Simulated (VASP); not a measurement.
Calculation: PBE GGA, VASP's PBE PAW potentials (set 64) (plane waves; VASP).

Gaps are without spin-orbit coupling.

Order these relaxed crystals by band gap, smallest first: HfS2, P-3m1 (164); HgS, P3_221 (154); Li2O, Fm-3m (225); BeSe, F-43m (216).

HfS2, P-3m1 (164) (1.25 eV), HgS, P3_221 (154) (1.76 eV), BeSe, F-43m (216) (2.67 eV), Li2O, Fm-3m (225) (4.97 eV)
